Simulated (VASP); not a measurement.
A run of VASP 6.6.1:

Contents of INCAR:

```
SYSTEM = CdSe
PREC     = Accurate       ! precision mode
ENCUT    = 600            ! plane-wave cutoff, eV
EDIFF    = 1E-7           ! SCF threshold, eV
ISMEAR   = 0              ! smearing method
SIGMA    = 0.03           ! smearing width, eV
LREAL    = .False.        ! projectors in reciprocal space
LASPH    = .True.         ! aspherical terms in the spheres
NELM     = 80             ! most SCF steps
ALGO     = Normal         ! electronic algorithm
ISIF     = 3              ! what is computed and relaxed
LWAVE    = .False.        ! write WAVECAR
LCHARG   = .False.        ! write CHGCAR
GGA      = PE             ! functional
IBRION   = 2              ! ionic algorithm
NSW      = 90             ! ionic steps
EDIFFG   = -0.005         ! ionic threshold
```

Contents of KPOINTS:

```
regular mesh
0
Gamma
  9 9 4
  0 0 0
```

The input POSCAR:

```
CdSe                                    
1.0
    4.3894517765      0.0000000000      0.0000000000
   -2.1947258883      3.8013767472      0.0000000000
   -0.0000000000      0.0000000000      7.1665861399
  Cd              Se            
     2     2
Direct
     0.3333333332999970    0.6666666667000030    0.0045314416578108
     0.6666666667000030    0.3333333332999970    0.5045314416578108
     0.3333333332999970    0.6666666667000030    0.3804685583421872
     0.6666666667000030    0.3333333332999970    0.8804685583421872
```

Potentials or basis: VASP PAW PBE potentials, release 64 (Cd, Se).

The run is started by

```bash
$ cat potpaw_PBE.64/Cd/POTCAR potpaw_PBE.64/Se/POTCAR > POTCAR
$ mpirun -np 1 vasp_std > vasp.out
```

Hardware: 1 thread of Intel(R) Xeon(R) 6975P-C (Granite Rapids) (shared host).

Question: Estimate the wall time of this run.

Answer: Wall time 64 s on 1 thread of Intel(R) Xeon(R) 6975P-C (Granite Rapids) (shared host), peak memory 0.33 GiB. Counts: scf iterations 22, k points 36, ion steps 2.
